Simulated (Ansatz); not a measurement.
Phonons of CuCl

Method: r²SCAN, scalar-relativistic; no spin polarisation; PAW, 500 eV, Gaussian smearing of 0.05 eV; code Ansatz; PAW files: Ansatz's generated set soft_2.

```cif
data_structure
_symmetry_space_group_name_H-M 'P 1'
_symmetry_Int_Tables_number 1
_cell_length_a 3.7877
_cell_length_b 3.7877
_cell_length_c 3.7877
_cell_angle_alpha 60.000
_cell_angle_beta 60.000
_cell_angle_gamma 60.000
_cell_volume 38.42
loop_
_atom_site_label
_atom_site_type_symbol
_atom_site_fract_x
_atom_site_fract_y
_atom_site_fract_z
_atom_site_occupancy
Cu1 Cu 0.00000 0.00000 0.00000 1
Cl1 Cl 0.75000 0.75000 0.75000 1
```

The chain of runs began from a cell as deposited in COD, expanded in volume.

Force constants come from finite displacements in a 2×2×2 supercell (the unit cell's 8×8×8 k-mesh, folded to it); the long-range dipole term is included. Points in reciprocal vectors of this cell: Γ = (0.000, 0.000, 0.000), X = (-0.500, -0.500, 0.000), U = (-0.375, -0.375, 0.250), K = (-0.375, 0.000, 0.375), L = (0.000, 0.000, 0.500), W = (-0.500, -0.250, 0.250).

Is the structure dynamically stable along this path, and where does the spectrum end?

Yes: no branch is imaginary beyond numerical noise. The highest frequency is 258 cm⁻¹, at L. Points that don't fit the supercell are interpolated.

Frequencies at the named points (cm⁻¹, imaginary ones negative):
```
point               ω (cm⁻¹)
    Γ      0 0 0 156 156 194
    X  34 34 118 226 226 246
    U  34 62 109 217 232 243
    K  34 62 109 217 232 243
    L  30 30 106 192 192 258
    W  51 58 106 227 227 241
```

What does the harmonic approximation give for the vibrational free energy, entropy and heat capacity?

Zero-point energy 25.7 meV/atom.
| T (K) | F_vib (meV/atom) | S (J/K per mole of atoms) | C_V (J/K per mole of atoms) |
| --- | --- | --- | --- |
| 100 | 16.3 | 18.9 | 17.5 |
| 200 | -11.1 | 33.0 | 22.5 |
| 300 | -50.4 | 42.4 | 23.8 |
| 400 | -98.1 | 49.3 | 24.3 |
| 500 | -152.1 | 54.7 | 24.5 |
| 600 | -211.2 | 59.2 | 24.6 |
| 700 | -274.6 | 63.0 | 24.7 |
| 800 | -341.7 | 66.3 | 24.8 |
| 900 | -412.0 | 69.2 | 24.8 |
| 1000 | -485.1 | 71.9 | 24.8 |

The highest mode, 258 cm⁻¹, is worth 370 K. At 300 K the heat capacity has reached 95 % of the classical limit 3R = 24.9 J/K per mole of atoms: a mode at k_BT already holds 92 % of its classical share, and one at 1.5 k_BT 83 %.

Cost: 110 s on 4 threads of Arm Neoverse V2, with other jobs on the host, peak memory 2.8 GiB.

